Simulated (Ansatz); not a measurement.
# CoSi (Pm-3m), clamped-ion strain scan

Theory: DFT PBEsol, scalar-relativistic, plane waves, PAW (Ansatz 0.2.0). Settings: plane waves to 420 eV, k-mesh 22×22×22 (Γ-centred), Gaussian smearing 0.15 eV. Collinear spins, started from moments 0.5, 0.0 μB in atom order; the magnetic state may not be the lowest. Energies are free energies at this smearing, counted from the undisturbed cell; pressure is positive in compression.

Reference structure (relaxed at this level; with this scan's settings it stands at 0.2 GPa; this CsCl-type form isn't the usual structure):

```
Co Si
1.0
     2.75206    0.00000    0.00000
     0.00000    2.75206    0.00000
     0.00000    0.00000    2.75206
Co Si
1 1
Direct
  0.00000 0.00000 0.00000
  0.50000 0.50000 0.50000
```

The cell is strained by ε times the Voigt pattern (0, 0, 1, 0, 0, 0) (xx, yy, zz, yz, xz, xy; engineering shear) with fractional coordinates fixed. The cell is metallic on the mesh throughout.

```tsv
ε	ΔE (meV/atom)	stress summed along the pattern (GPa, tension positive)	pressure (GPa)	moment (μB/cell)
-0.0600	?	-17.16	?	0.00
-0.0300	7.3	-7.95	7.5	0.38
0.0000	0.0	-0.15	0.2	0.47
0.0450	12.2	8.46	-9.0	0.51
```

(1) Give the withheld values.

Results:

(1) ΔE (meV/atom) at ε = -0.0600: 32.4; pressure (GPa) at ε = -0.0600: 16.0.

Cost: 4 runs of about 4.5 core-minutes in all, on Arm Neoverse V2 (shared hosts).